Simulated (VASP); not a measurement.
# A vacancy on the Si site in a supercell of CoSi2, part 5 of 5

Aim: the formation energy and local structure of a vacancy on the Si site in CoSi2. The start is a cell from a database of measured crystal structures.

VASP 6.6.1, plane waves and PAW; the level of theory is named at each step.

So far, formation energy of the neutral defect (eV): step 7 (putting the energies together) 2.99.

The database entry behind the starting cell differs from later determinations by our own check (0.1 to 0.3 % short, probably kX units), so it need not match the best structure at ambient conditions.

## 8. Defect, other settings

This step: PBEsol, DFT+U (Co d 3 eV), spin-polarised from a ferromagnetic start; plane waves and PAW (Co, Si) (VASP 6.6.1).

The run is repeated with some settings moved, to see what they change.

File INCAR:

```
SYSTEM = Co8Si15
PREC = Normal
ENCUT = 300
EDIFF = 1E-05
NELM = 120
ISMEAR = 1
SIGMA = 0.2
LREAL = Auto
ALGO = Fast
GGA = PS
NBANDS = 110
ISPIN = 2
MAGMOM = 2 2 2 2 2 2 2 2 0 0 0 0 0 0 0 0 0 0 0 0 0 0 0
LDAU = .TRUE.
LDAUTYPE = 2
LDAUL = 2 -1
LDAUU = 3 0
LDAUJ = 0 0
LDAUPRINT = 1
LASPH = .TRUE.
LMAXMIX = 4
LORBIT = 11
LWAVE = .FALSE.
LCHARG = .FALSE.
KPAR = 4
ISYM = 0
KSPACING = 0.25
```

File POSCAR:

```
Co8Si15
1.0
    0.0000000000      5.2748974392      5.2748974392
    5.2748974392      0.0000000000      5.2748974392
    5.2748974392      5.2748974392      0.0000000000
Co Si
8 15
Direct
    0.0003379050      0.0003379050      0.0003379050
    0.0003379050      0.0003379050      0.4989862851
    0.0003379050      0.4989862851      0.0003379050
    0.0016132185      0.4994622605      0.4994622605
    0.4989862851      0.0003379050      0.0003379050
    0.4994622605      0.0016132185      0.4994622605
    0.4994622605      0.4994622605      0.0016132185
    0.4994622605      0.4994622605      0.4994622605
    0.3742682964      0.3742682964      0.8757317036
    0.3742682964      0.8757317036      0.3742682964
    0.3742682964      0.8757317036      0.8757317036
    0.8757317036      0.3742682964      0.3742682964
    0.8757317036      0.3742682964      0.8757317036
    0.8757317036      0.8757317036      0.3742682964
    0.8750000000      0.8750000000      0.8750000000
    0.1250000000      0.1250000000      0.1250000000
    0.1242453435      0.1242453435      0.6257546565
    0.1242453435      0.6257546565      0.1242453435
    0.1242453435      0.6257546565      0.6257546565
    0.6257546565      0.1242453435      0.1242453435
    0.6257546565      0.1242453435      0.6257546565
    0.6257546565      0.6257546565      0.1242453435
    0.6250000000      0.6250000000      0.6250000000
```

File KPOINTS:

```
Automatic mesh
0
Monkhorst-Pack
3 3 3
0 0 0
```

Potentials, in the order of the species: Co and Si (PBE family, release 64).

Launch:

```sh
$ mpirun -np 4 vasp_std
```

Log:

```text
[... set-up lines as in an earlier step ...]
 entering main loop
       N       E                     dE             d eps       ncg     rms          rms(c)
DAV:   1     0.699644443357E+03    0.69964E+03   -0.34988E+04  6160   0.794E+02
DAV:   2    -0.653686600053E+02   -0.76501E+03   -0.69994E+03  6274   0.233E+02
DAV:   3    -0.140994036179E+03   -0.75625E+02   -0.69737E+02  6888   0.842E+01
DAV:   4    -0.144020057262E+03   -0.30260E+01   -0.29877E+01  7448   0.178E+01
DAV:   5    -0.144113459514E+03   -0.93402E-01   -0.93315E-01  8096   0.285E+00    0.433E+01
RMM:   6    -0.172086740393E+03   -0.27973E+02   -0.17040E+02  7093   0.564E+01    0.503E+01
RMM:   7    -0.138155654893E+03    0.33931E+02   -0.62275E+01  6193   0.344E+01    0.120E+01
RMM:   8    -0.138790854835E+03   -0.63520E+00   -0.24779E+00  6955   0.405E+00    0.881E+00
RMM:   9    -0.138487029837E+03    0.30382E+00   -0.16064E+00  6868   0.535E+00    0.571E+00
RMM:  10    -0.138252216852E+03    0.23481E+00   -0.43286E-01  6971   0.271E+00    0.199E+00
RMM:  11    -0.138252982333E+03   -0.76548E-03   -0.10160E-01  7491   0.997E-01    0.868E-01
RMM:  12    -0.138258149697E+03   -0.51674E-02   -0.31612E-02  8237   0.507E-01    0.825E-01
RMM:  13    -0.138257750334E+03    0.39936E-03   -0.90248E-03  7541   0.346E-01    0.658E-01
RMM:  14    -0.138258594818E+03   -0.84448E-03   -0.53567E-03  7551   0.217E-01    0.223E-01
RMM:  15    -0.138259049452E+03   -0.45463E-03   -0.20820E-03  8063   0.124E-01    0.144E-01
RMM:  16    -0.138259104271E+03   -0.54819E-04   -0.66074E-04  7779   0.896E-02    0.110E-01
RMM:  17    -0.138259121625E+03   -0.17355E-04   -0.32155E-04  8104   0.510E-02    0.648E-02
RMM:  18    -0.138259153838E+03   -0.32213E-04   -0.72814E-05  6925   0.196E-02    0.591E-02
RMM:  19    -0.138259213252E+03   -0.59413E-04   -0.28270E-05  5455   0.159E-02    0.435E-02
RMM:  20    -0.138259303724E+03   -0.90473E-04   -0.10139E-04  7254   0.249E-02    0.263E-02
RMM:  21    -0.138259323993E+03   -0.20268E-04   -0.22684E-05  5260   0.134E-02    0.212E-02
RMM:  22    -0.138259328486E+03   -0.44935E-05   -0.78359E-06  4238   0.973E-03
   1 F= -.13825933E+03 E0= -.13824569E+03  d E =-.409013E-01  mag=     0.0223
```

Elapsed: 55 s, on 4 MPI ranks of Intel Xeon 6975P-C (Granite Rapids), shared host; peak memory 1.5 GiB.

From OUTCAR (step 8):

```text
   k-points           NKPTS =     14   k-points in BZ     NKDIM =     14   number of bands    NBANDS=    110

   NELECT =     132.0000    total number of electrons

atom =   1  type =  1  l = 2

 onsite density matrix

spin component  1

  0.7552  0.0037  0.0063  0.0037 -0.0000
  0.0037  0.7552 -0.0031  0.0037  0.0055
  0.0063 -0.0031  0.8248 -0.0031 -0.0000
  0.0037  0.0037 -0.0031  0.7552 -0.0055
 -0.0000  0.0055 -0.0000 -0.0055  0.8248

spin component  2

  0.7546  0.0036  0.0063  0.0036  0.0000
  0.0036  0.7546 -0.0032  0.0036  0.0055
  0.0063 -0.0032  0.8247 -0.0032  0.0000
  0.0036  0.0036 -0.0032  0.7546 -0.0055
  0.0000  0.0055  0.0000 -0.0055  0.8247

 occupancies and eigenvectors

  o =  0.7502  v =  0.0000  0.0000  0.0000  0.0000  0.0000  0.0399  0.6825 -0.0051 -0.7225 -0.1030      0.0000  0.0000  0.0000  0.0000  0.0000  0.0000  0.0000  0.0000  0.0000  0.0000
  o =  0.7502  v =  0.0000  0.0000  0.0000  0.0000  0.0000  0.8111 -0.4402 -0.1030 -0.3710  0.0051      0.0000  0.0000  0.0000  0.0000  0.0000  0.0000  0.0000  0.0000  0.0000  0.0000
  o =  0.7507  v =  0.0674  0.6671 -0.0086 -0.7346 -0.1032  0.0000  0.0000  0.0000  0.0000  0.0000      0.0000  0.0000  0.0000  0.0000  0.0000  0.0000  0.0000  0.0000  0.0000  0.0000
  o =  0.7507  v =  0.8093 -0.4631 -0.1031 -0.3462  0.0086  0.0000  0.0000  0.0000  0.0000  0.0000      0.0000  0.0000  0.0000  0.0000  0.0000  0.0000  0.0000  0.0000  0.0000  0.0000
  o =  0.7619  v =  0.0000  0.0000  0.0000  0.0000  0.0000  0.5774  0.5773 -0.0000  0.5773 -0.0000      0.0000  0.0000  0.0000  0.0000  0.0000  0.0000  0.0000  0.0000  0.0000  0.0000
  o =  0.7625  v = -0.5774 -0.5774 -0.0000 -0.5773  0.0000  0.0000  0.0000  0.0000  0.0000  0.0000      0.0000  0.0000  0.0000  0.0000  0.0000  0.0000  0.0000  0.0000  0.0000  0.0000
  o =  0.8255  v =  0.0000  0.0000  0.0000  0.0000  0.0000  0.0245 -0.0820  0.2891  0.0575 -0.9517      0.0000  0.0000  0.0000  0.0000  0.0000  0.0000  0.0000  0.0000  0.0000  0.0000
  o =  0.8255  v =  0.0000  0.0000  0.0000  0.0000  0.0000 -0.0806  0.0191 -0.9517  0.0615 -0.2891      0.0000  0.0000  0.0000  0.0000  0.0000  0.0000  0.0000  0.0000  0.0000  0.0000
  o =  0.8256  v =  0.0665  0.0120  0.7824 -0.0784  0.6142  0.0000  0.0000  0.0000  0.0000  0.0000      0.0000  0.0000  0.0000  0.0000  0.0000  0.0000  0.0000  0.0000  0.0000  0.0000
  o =  0.8256  v = -0.0522  0.0837 -0.6142 -0.0315  0.7823  0.0000  0.0000  0.0000  0.0000  0.0000      0.0000  0.0000  0.0000  0.0000  0.0000  0.0000  0.0000  0.0000  0.0000  0.0000

atom =   2  type =  1  l = 2

 onsite density matrix

spin component  1

  0.7552 -0.0037  0.0063 -0.0037  0.0000
 -0.0037  0.7552  0.0032  0.0037 -0.0055
  0.0063  0.0032  0.8248  0.0032 -0.0000
 -0.0037  0.0037  0.0032  0.7552  0.0055
  0.0000 -0.0055 -0.0000  0.0055  0.8248

spin component  2

  0.7546 -0.0036  0.0063 -0.0036 -0.0000
 -0.0036  0.7546  0.0032  0.0036 -0.0055
  0.0063  0.0032  0.8247  0.0032  0.0000
 -0.0036  0.0036  0.0032  0.7546  0.0055
 -0.0000 -0.0055  0.0000  0.0055  0.8247

 occupancies and eigenvectors

  o =  0.7502  v =  0.0000  0.0000  0.0000  0.0000  0.0000 -0.0108  0.6979  0.0014 -0.7086  0.1033      0.0000  0.0000  0.0000  0.0000  0.0000  0.0000  0.0000  0.0000  0.0000  0.0000
  o =  0.7502  v =  0.0000  0.0000  0.0000  0.0000  0.0000 -0.8120 -0.4154  0.1032 -0.3967 -0.0014      0.0000  0.0000  0.0000  0.0000  0.0000  0.0000  0.0000  0.0000  0.0000  0.0000
  o =  0.7507  v =  0.1700  0.7727 -0.0217 -0.6027  0.1014  0.0000  0.0000  0.0000  0.0000  0.0000      0.0000  0.0000  0.0000  0.0000  0.0000  0.0000  0.0000  0.0000  0.0000  0.0000
  o =  0.7507  v = -0.7940 -0.2499  0.1013 -0.5443  0.0217  0.0000  0.0000  0.0000  0.0000  0.0000      0.0000  0.0000  0.0000  0.0000  0.0000  0.0000  0.0000  0.0000  0.0000  0.0000
  o =  0.7619  v =  0.0000  0.0000  0.0000  0.0000  0.0000  0.5774 -0.5773  0.0001 -0.5774  0.0000      0.0000  0.0000  0.0000  0.0000  0.0000  0.0000  0.0000  0.0000  0.0000  0.0000
[...]
...
     60       8.2093      1.00000
     61       8.2094      1.00000
     62       9.5304      1.03356
     63       9.5304      1.03356
     64       9.5304      1.03357
     65       9.8339      0.35650
     66       9.8339      0.35650
     67      10.7111     -0.00000
     68      10.7112     -0.00000
     69      10.7112     -0.00000
    ...

 k-point     2 :       0.3333    0.0000    0.0000
  band No.  band energies     occupation
    ...
     63       9.2110      1.00013
     64       9.2110      1.00013
     65       9.7105      0.83829
     66       9.7105      0.83823
     67       9.7579      0.67182
     68      10.5566     -0.00000
     69      10.9215     -0.00000
     70      10.9215     -0.00000
     71      11.8795     -0.00000
     72      11.8795     -0.00000
    ...

  Total       -2.7497497     -2.7497493     -2.7497340     -0.0067210     -0.0085032     -0.0081005
  in kB      -15.0083067    -15.0083044    -15.0082211     -0.0366835     -0.0464110     -0.0442129
  external PRESSURE =     -15.0082774 kB  Pullay stress =       0.0000000 kB

 POSITION                                       TOTAL-FORCE (eV/Angst)
 -----------------------------------------------------------------------------------
      0.00356      0.00356      0.00356        -0.013680     -0.013675     -0.013645
      2.63388      2.63388      0.00356         0.013777      0.013780     -0.013842
      2.63388      0.00356      2.63388         0.013750     -0.013848      0.013788
      5.26922      2.64312      2.64312         0.038788     -0.038583     -0.038604
      0.00356      2.63388      2.63388        -0.013859      0.013761      0.013794
      2.64312      5.26922      2.64312        -0.038569      0.038783     -0.038599
      2.64312      2.64312      5.26922        -0.038574     -0.038576      0.038764
      5.26922      5.26922      5.26922         0.038337      0.038332      0.038330
      6.59362      6.59362      3.94845        -0.000092     -0.000064      0.050219
      6.59362      3.94845      6.59362        -0.000162      0.050152     -0.000140
      9.23879      6.59362      6.59362        -0.050121      0.000066     -0.000074
      3.94845      6.59362      6.59362         0.050142     -0.000167     -0.000177
      6.59362      9.23879      6.59362         0.000074     -0.050107     -0.000113
      6.59362      6.59362      9.23879         0.000009     -0.000037     -0.050042
      9.23107      9.23107      9.23107         0.000013     -0.000011      0.000018
      1.31872      1.31872      1.31872         0.000006      0.000029      0.000019
      3.95617      3.95617      1.31076         0.000007      0.000045      0.056041
      3.95617      1.31076      3.95617        -0.000043      0.056136      0.000139
      6.60158      3.95617      3.95617        -0.056166      0.000145      0.000193
      1.31076      3.95617      3.95617         0.056145     -0.000027      0.000112
      3.95617      6.60158      3.95617         0.000132     -0.056175      0.000163
      3.95617      3.95617      6.60158         0.000087      0.000072     -0.056269
      6.59362      6.59362      6.59362        -0.000000     -0.000031     -0.000075
 -----------------------------------------------------------------------------------
    total drift:                               -0.000040     -0.000113     -0.000278

  FREE ENERGIE OF THE ION-ELECTRON SYSTEM (eV)
  ---------------------------------------------------
  free  energy   TOTEN  =      -138.2593284862 eV

  energy  without entropy=     -138.2184272043  energy(sigma->0) =     -138.24569473

 magnetization (x)
# of ion       s       p       d       tot
------------------------------------------
    1        0.000   0.000   0.002   0.002
    2        0.000   0.000   0.002   0.002
    3        0.000   0.000   0.002   0.002
    4        0.000   0.000   0.005   0.005
    5        0.000   0.000   0.002   0.002
    6        0.000   0.000   0.005   0.005
    7        0.000   0.000   0.005   0.005
    8        0.000   0.000   0.005   0.005
    9       -0.000   0.000   0.000   0.000
   10       -0.000   0.000   0.000   0.000
   11       -0.000   0.000   0.000   0.000
   12       -0.000   0.000   0.000   0.000
   13       -0.000   0.000   0.000   0.000
   14       -0.000   0.000   0.000   0.000
   15        0.000  -0.000   0.000  -0.000
   16        0.000  -0.000   0.000   0.000
   17       -0.000   0.000   0.000   0.000
   18       -0.000   0.000   0.000   0.000
   19       -0.000   0.000   0.000   0.000
   20       -0.000   0.000   0.000   0.000
   21       -0.000   0.000   0.000   0.000
   22       -0.000   0.000   0.000   0.000
   23       -0.000  -0.001   0.000  -0.001
--------------------------------------------------
tot          0.000   0.004   0.026   0.030

[... 3 parts as in an earlier step ...]

[... 15 further parts left out ...]
[key lines of the parts left out:]
E-fermi :   9.7995
```

Settings moved on purpose: a k-mesh of 3×3×3 in place of 4×4×4. The run ended without an error; the comparison shows what it cost.

This is a single point on the relaxed geometry, 1.4 meV an atom from the last step of the relaxation.

## 9. Results

```
formation energy at charge 0 : 2.987 eV
```

In words: A vacancy on the Si site costs 2.99 eV, with every exchanged atom at the energy of its element. The 4 first neighbours (Co) lie 2.28 Å from the site in the perfect crystal and 2.27 Å on average after the relaxation (-0.4 %). With metallic smearing the value can move by tenths of an eV with the k mesh. The supercell of 24 atoms is small, so interactions between images remain.

[Lines on the potential files, build, host, timing and source positions are cut from VASP's logs without a mark.]

[Logs are printed without paths, hosts, clocks, repeated set-up lines and the standing remarks that a program may print on its own settings, such as how far it seeks lower states.]

[Hosts, paths, dates, database ids (printed as entryN), source tags and the programs' standing remarks are cut or masked in the printed files.]

[In band tables of VASP the shares of atoms and orbitals are scaled to a sum of 1 inside the atoms' spheres.]

[Runs that stopped without an error message from VASP are left out.]
